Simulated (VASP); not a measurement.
# RbBr (Fm-3m) in VASP: settings compared, part 2 of 2

VASP 6.6.1. The steps go on from the part before.

### Step 6. Optical spectrum, PBE

Contents of INCAR:

```
PREC = Accurate ; ENCUT = 520
EDIFF = 1E-6 ; ISMEAR = 0
SIGMA = 0.03 ; LREAL = F
LASPH = T ; NELM = 80
ALGO = Normal ; ISIF = 2
LWAVE = F ; LCHARG = F
GGA = PE ; LOPTICS = T
NBANDS = 40 ; NEDOS = 2000
CSHIFT = 0.1
```

Contents of KPOINTS:

```
regular mesh
0
Gamma
  8 8 8
```

Contents of POSCAR:

```
RbBr                                    
1.0
    0.0000000000      3.4260584454      3.4260584454
    3.4260584454      0.0000000000      3.4260584454
    3.4260584454      3.4260584454     -0.0000000000
  Rb              Br            
     1     1
Direct
     1.0000000000000000    0.0000000000000000    0.0000000000000000
     0.5000000000000000    0.5000000000000000    0.5000000000000000
```

Potentials or basis: VASP PAW PBE potentials, release 64 (Rb_sv, Br).

Command:

```
$ cat potpaw_PBE.64/Rb_sv/POTCAR potpaw_PBE.64/Br/POTCAR > POTCAR
$ mpirun -np 1 vasp_std > vasp.out
```

OUTCAR:

```text
PREC = Accurate
   ENCUT = 520
   EDIFF = 1E-6
   ISMEAR = 0
   LREAL = F
   LASPH = T
   NELM = 80
   ISIF = 2
   GGA = PE

 ion  position               nearest neighbor table
   1  0.000  0.000  0.000-   2 3.43   2 3.43   2 3.43   2 3.43   2 3.43   2 3.43
   2  0.500  0.500  0.500-   1 3.43   1 3.43   1 3.43   1 3.43   1 3.43   1 3.43

  LATTYP: Found a face centered cubic cell.
 ALAT       =     6.8521168908

  Lattice vectors:

 A1 = (   0.0000000000,   3.4260584454,   3.4260584454)
 A2 = (   3.4260584454,   0.0000000000,   3.4260584454)
 A3 = (   3.4260584454,   3.4260584454,   0.0000000000)

Analysis of symmetry for initial positions (statically):
[... 780 lines left out ...]
     1.34488     0.00732     0.00732     0.00732     0.00000    -0.00000     0.00000
     2.01732     0.01220     0.01220     0.01220     0.00000    -0.00000     0.00000
     2.68976     0.01922     0.01922     0.01922     0.00000    -0.00000     0.00000
     3.36220     0.03153     0.03153     0.03153     0.00000    -0.00000     0.00000
[... 92 lines left out ...]
    65.89915     0.00021     0.00021     0.00021    -0.00000     0.00000     0.00000
    66.57159     0.00020     0.00020     0.00020    -0.00000     0.00000     0.00000

  frequency dependent      REAL DIELECTRIC FUNCTION (independent particle, no local field effects) density-density
     E(ev)        X           Y           Z          XY          YZ          ZX
  --------------------------------------------------------------------------------------------------------------
     0.00000     2.81244     2.81244     2.81244     0.00000    -0.00000     0.00000
     0.67244     2.82394     2.82394     2.82394     0.00000    -0.00000     0.00000
     1.34488     2.85978     2.85978     2.85978     0.00000    -0.00000     0.00000
     2.01732     2.92455     2.92455     2.92455     0.00000    -0.00000     0.00000
     2.68976     3.02831     3.02831     3.02831     0.00000    -0.00000     0.00000
     3.36220     3.19380     3.19380     3.19380     0.00000    -0.00000     0.00000
[... 92 lines left out ...]
    65.89915     0.93681     0.93681     0.93681     0.00000    -0.00000    -0.00000
    66.57159     0.93819     0.93819     0.93819     0.00000    -0.00000    -0.00000

  frequency dependent IMAGINARY DIELECTRIC FUNCTION (independent particle, no local field effects) current-current
     E(ev)      X         Y         Z        XY        YZ        ZX
  --------------------------------------------------------------------------------------------------------------
     0.00000    10.78054    10.78054    10.78054     0.00000     0.00000     0.00000
     0.67244     0.54588     0.54588     0.54588     0.00000     0.00000     0.00000
     1.34488     0.28387     0.28387     0.28387     0.00000     0.00000     0.00000
     2.01732     0.20298     0.20298     0.20298     0.00000     0.00000     0.00000
     2.68976     0.17002     0.17002     0.17002     0.00000     0.00000     0.00000
     3.36220     0.16201     0.16201     0.16201     0.00000     0.00000     0.00000
[... 92 lines left out ...]
    65.89915     0.00002     0.00002     0.00002     0.00000     0.00000    -0.00000
    66.57159     0.00002     0.00002     0.00002     0.00000     0.00000    -0.00000

  frequency dependent      REAL DIELECTRIC FUNCTION (independent particle, no local field effects) current-current
     E(ev)        X           Y           Z          XY          YZ          ZX
  --------------------------------------------------------------------------------------------------------------
     0.00000     2.81128     2.81128     2.81128     0.00000     0.00000     0.00000
     0.67244     2.82273     2.82273     2.82273     0.00000     0.00000     0.00000
     1.34488     2.85850     2.85850     2.85850     0.00000     0.00000     0.00000
     2.01732     2.92314     2.92314     2.92314     0.00000     0.00000     0.00000
     2.68976     3.02668     3.02668     3.02668     0.00000     0.00000     0.00000
     3.36220     3.19170     3.19170     3.19170     0.00000     0.00000     0.00000
[... 92 lines left out ...]
    65.89915     0.93682     0.93682     0.93682    -0.00000    -0.00000     0.00000
    66.57159     0.93819     0.93819     0.93819    -0.00000    -0.00000     0.00000
```

OSZICAR:

```text
N       E                     dE             d eps       ncg     rms          rms(c)
DAV:   1     0.719331907791E+02    0.71933E+02   -0.55848E+03  2320   0.342E+02
DAV:   2    -0.235540762394E+01   -0.74289E+02   -0.69233E+02  2928   0.928E+01
DAV:   3    -0.622640341401E+01   -0.38710E+01   -0.38186E+01  2984   0.172E+01
DAV:   4    -0.631455923575E+01   -0.88156E-01   -0.88069E-01  3016   0.218E+00
DAV:   5    -0.631502561392E+01   -0.46638E-03   -0.46637E-03  2848   0.133E-01    0.292E+00
DAV:   6    -0.610031146737E+01    0.21471E+00   -0.45812E-02  2736   0.880E-01    0.193E+00
DAV:   7    -0.608519567452E+01    0.15116E-01   -0.43477E-02  2936   0.686E-01    0.103E+00
DAV:   8    -0.609691654809E+01   -0.11721E-01   -0.89092E-03  2592   0.285E-01    0.301E-01
DAV:   9    -0.609649441135E+01    0.42214E-03   -0.23314E-04  2872   0.488E-02    0.123E-01
DAV:  10    -0.609689490207E+01   -0.40049E-03   -0.32511E-04  2600   0.532E-02    0.884E-03
DAV:  11    -0.609690347717E+01   -0.85751E-05   -0.19317E-05  2976   0.109E-02    0.965E-03
DAV:  12    -0.609690778029E+01   -0.43031E-05   -0.15345E-06  2664   0.417E-03    0.498E-03
DAV:  13    -0.609691116874E+01   -0.33884E-05   -0.38526E-06  2616   0.608E-03    0.287E-03
DAV:  14    -0.609691125101E+01   -0.82276E-07   -0.99743E-08  2688   0.109E-03
   1 F= -.60969113E+01 E0= -.60969113E+01  d E =-.290140E-11
 imaginary and real dielectric function
```

stdout:

```text
POSCAR found type information on POSCAR RbBr
 POSCAR found :  2 types and       2 ions
 scaLAPACK will be used
 LDA part: xc-table for (Slater+PW92), standard interpolation
 POSCAR, INCAR and KPOINTS ok, starting setup
 FFT: planning ... GRIDC
 FFT: planning ... GRID_SOFT
 FFT: planning ... GRID
 WAVECAR not read
 entering main loop
 optical routines
 imaginary and real dielectric function
 recalculating local potential from charge density
 direction            1
 direction            2
 direction            3
```

It took 2.3 min on 1 thread of AMD EPYC 7R43 (Zen 3), shared host; peak memory 0.24 GiB.

Results:

```yaml
Free_energy: -6.0969 eV
Pressure: 1.0 GPa
Band_gap_on_the_k_mesh: 4.36 eV, direct
```

Dielectric function (mean over the directions given):
```csv
energy (eV),real part,imaginary part
0.27,2.81,0.00
1.28,2.85,0.01
2.29,2.96,0.01
3.36,3.19,0.03
4.37,3.71,0.21
5.45,4.40,0.92
6.46,3.85,2.45
7.46,1.24,3.19
8.54,3.40,2.55
9.55,0.06,3.59
10.62,-0.31,1.20
11.63,0.82,1.03
12.71,1.01,0.86
13.72,1.95,0.60
14.73,0.82,2.15
15.80,0.42,1.37
16.81,1.27,1.07
17.89,0.30,1.91
18.90,0.17,0.90
19.97,-0.35,1.02
```

Caveat: independent-particle spectra lack excitons.

### Step 7. The runs side by side

| task | level | potentials or basis | spin | k mesh | gap on the mesh (eV) | pressure (GPa) |
| --- | --- | --- | --- | --- | --- | --- |
| band structure | PBE | VASP PAW PBE potentials, release 64 (Rb_sv, Br) | off | 8 × 8 × 8 | 4.36 | 1.0 |
| band structure | LDA | VASP PAW LDA potentials, release 64 (Rb_sv, Br) | off | 8 × 8 × 8 | 3.96 | -1.2 |
| band structure | r2SCAN | VASP PAW PBE potentials, release 64 (Rb_sv, Br) | off | 8 × 8 × 8 | 4.97 | 0.5 |
| band structure | PBE | VASP PAW PBE potentials, release 64 (Rb_sv, Br) | SOC, no magnetisation | 6 × 6 × 6 | - | 1.0 |
| optical spectrum | PBE | VASP PAW PBE potentials, release 64 (Rb_sv, Br) | off | 8 × 8 × 8 | 4.36 | 1.0 |

Alike in all rows: cell as given; cutoff (eV) 520; smearing gaussian 0.03 eV.

Caveats: the PAW data sets were made with another functional, which shifts forces and pressure a little (some runs); independent-particle spectra lack excitons (some runs).

Absolute energies hang on the potentials; compare differences alone.
